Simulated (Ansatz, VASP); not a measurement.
# Ni: VASP beside Ansatz

```xyz
1
Lattice="2.0429 0.0000 0.0000 0.0000 2.0429 0.0000 0.0000 0.0000 14.0000" Properties=species:S:1:pos:R:3 pbc="T T T"
Ni    0.0000    0.0000    7.0000
```

Alike in both runs: task single point; functional PBE; k mesh 8 × 8 × 1; occupations gaussian, width 0.1 eV; collinear spin.

|  | VASP | Ansatz |
| --- | --- | --- |
| version | VASP 6.6.1 | Ansatz 0.2.0 |
| potentials or method | VASP PAW PBE potentials, release 64 (Ni) | scalar-relativistic, plane waves, PAW |
| plane-wave cutoff (eV) | 520 | 420 |
| valence electrons in the cell | 10 | 18 |

Ansatz gave:

```
gap on the k mesh at the Fermi level (eV)                     : none
net moment per atom (μB)                                      : 0.73
size of the moment on the site where the two differ most (μB) : 0.76
```

Q: Which values does VASP return?

A: gap on the k mesh at the Fermi level (eV): none; net moment per atom (μB): 0.71; size of the moment on the site where the two differ most (μB): 0.72.

Site moments also hang on the region over which each program counts them. A gap of «none» marks a metal or a gap that the smearing closes. The functional is the same, so the differences come from potentials, cutoffs and numerics. The two sets of potentials don't hold the same shells in valence. Ansatz warned: «slab_cell_height_set».

Caveats: the k mesh is coarse (spacing up to 0.38 Å⁻¹), so the values aren't converged.
